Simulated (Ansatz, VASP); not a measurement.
## One calculation of SnO2, two programs

```
Sn O
1.0
     4.82652    0.00000    0.00000
     0.00000    4.82837    0.00000
     0.00000    0.00000    3.23817
Sn O
2 4
Direct
  0.50000 0.50000 0.50000
  0.00000 0.00000 0.00000
  0.30650 0.30666 0.00000
  0.80650 0.19334 0.50000
  0.19350 0.80666 0.50000
  0.69350 0.69334 0.00000
```

Alike in both runs: task single point; functional PBE; k mesh 6 × 6 × 8; occupations gaussian, width 0.01 eV; no spin polarisation.

|  | VASP | Ansatz |
| --- | --- | --- |
| version | VASP 6.6.1 | Ansatz 0.2.0 |
| potentials or method | VASP PAW PBE potentials, release 64 (Sn_d, O) | scalar-relativistic, plane waves, PAW |
| plane-wave cutoff (eV) | 520 | 420 |
| valence electrons in the cell | 52 | 52 |

```csv
,VASP,Ansatz,Ansatz less VASP
gap on the k mesh at the Fermi level (eV),0.67,0.68,+0.012
least direct gap on the mesh (eV),0.67,0.68,+0.012
pressure (GPa),0.6,0.0,-0.60
largest component of the traceless stress (GPa),0.19,0.01,-0.179
rms of the force components (eV/Å),0.008,0.000,-0.0078
```

Atom by atom the forces differ by 0.008 eV/Å (rms over components). The functional is the same, so the differences come from potentials, cutoffs and numerics.

Caveats: spin-orbit coupling is left out, which moves the levels of the heavy elements.
